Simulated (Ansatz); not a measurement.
## GaSb: elastic constants from stress and strain

```
CELL_PARAMETERS angstrom
0.00000 3.05900 3.05900
3.05900 0.00000 3.05900
3.05900 3.05900 0.00000
ATOMIC_POSITIONS crystal
Ga 0.00000 0.00000 0.00000
Sb 0.75000 0.75000 0.75000
```

Atoms are numbered in the order listed.

The cell is COD entry 9008847, as deposited and not checked against the literature; nothing was relaxed. It differs from other determinations.

No spin–orbit coupling, which matters for the heavy atoms here.

Level of theory: Ansatz 0.2.0, DFT, PBE, all-electron LAPW, scalar-relativistic.

Sampling and basis: a Γ-centred 12×12×12 k mesh, Fermi–Dirac smearing of 0.08 eV, basis error target 1 meV/atom, no spin polarisation.

The unstrained cell is at 2.34 GPa. Large strains and very small stresses are left out. Each strain is applied once, with fractional coordinates held (clamped ions), and σ below is the change of stress, positive in tension. One finite strain gives stress–strain coefficients at this pressure with an error of the order of the strain times third-order constants, a few per cent for each per cent of strain.

**Question.** With x and y strained by +2 %, z held, the run gives σxx = 2.28 GPa, σzz = 1.48 GPa and εxx = εyy = 0.0200. Which stiffness follows?

**Answer.** C12 = σzz/(2εxx) = 37 GPa and C11 + C12 = σxx/εxx = 114 GPa.

**Question.** Estimate the stiffness probed by this change, and the stress that it gives: z strained by -1 % at fixed volume.

**Answer.** σzz − σxx = -0.62 GPa and εzz − εxx = -0.0150, so C11 − C12 = (σzz − σxx)/(εzz − εxx) = 41 GPa.

**Question.** What do those two numbers (x and y strained by +2 %, z held) give for C11, and is the cell stable to tetragonal shear?

**Answer.** C11 = 114 − 37 = 77 GPa and C11 − C12 = 40 GPa: positive, so stable to it.
